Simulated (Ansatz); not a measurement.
O: frozen-core PAW against all-electron methods

```
CELL_PARAMETERS angstrom
2.70150 -1.71450 0.00000
2.70150 1.71450 0.00000
-1.96499 0.00000 3.74799
ATOMIC_POSITIONS crystal
O 0.06400 0.06400 0.15300
O 0.93600 0.93600 0.84700
```

Atom numbers follow the list: O1, O2.

The cell comes from COD entry 1528336, which wasn't checked; take it as a given geometry.

Solid oxygen carries moments on its molecules; these runs leave spin out.

All numbers are computed: DFT, PBE, PAW with Ansatz's default frozen-core files, scalar-relativistic (Ansatz 0.2.0); DFT, PBE, all-electron PAW with datasets made for the crystal, scalar-relativistic (Ansatz 0.2.0).

For PAW: a Γ-centred 11×11×8 k mesh, Fermi–Dirac smearing of 0.01 eV, cutoff 420 eV, no spin polarisation. The crystal-made all-electron datasets (AE datasets) take a cutoff of 1080 eV at this cell. The Ansatz runs share mesh, smearing and spin set-up. Plane-wave (PAW) pressures include the program's estimate of the Pulay term.

Stress and pressure are positive in compression.

Levels count from the Fermi level.

PAW results:

```json
{"quantity": "pressure (GPa)", "PAW": "7.37"}
{"quantity": "stress xx (GPa)", "PAW": "-4.92"}
{"quantity": "stress yy (GPa)", "PAW": "-3.48"}
{"quantity": "stress zz (GPa)", "PAW": "30.51"}
{"quantity": "stress xz (GPa)", "PAW": "1.25"}
{"quantity": "force on O1, z (eV/Å)", "PAW": "5.742"}
{"quantity": "highest filled level at M2 (eV)", "PAW": "-0.101"}
{"quantity": "lowest empty level at M2 (eV)", "PAW": "9.539"}
{"quantity": "highest filled level at C2 (eV)", "PAW": "-0.595"}
{"quantity": "lowest empty level at C2 (eV)", "PAW": "0.019"}
{"quantity": "highest filled level at D2 (eV)", "PAW": "-0.382"}
{"quantity": "lowest empty level at D2 (eV)", "PAW": "0.003"}
```

(1) What does all-electron PAW (datasets made for this crystal) give for the same quantities?

## Answers

(1) 
```tsv
quantity	AE datasets
pressure (GPa)	7.60
stress xx (GPa)	-4.90
stress yy (GPa)	-3.48
stress zz (GPa)	31.17
stress xz (GPa)	1.31
force on O1, z (eV/Å)	5.868
highest filled level at M2 (eV)	-0.101
lowest empty level at M2 (eV)	9.528
highest filled level at C2 (eV)	-0.598
lowest empty level at C2 (eV)	0.021
highest filled level at D2 (eV)	-0.384
lowest empty level at D2 (eV)	0.003
```
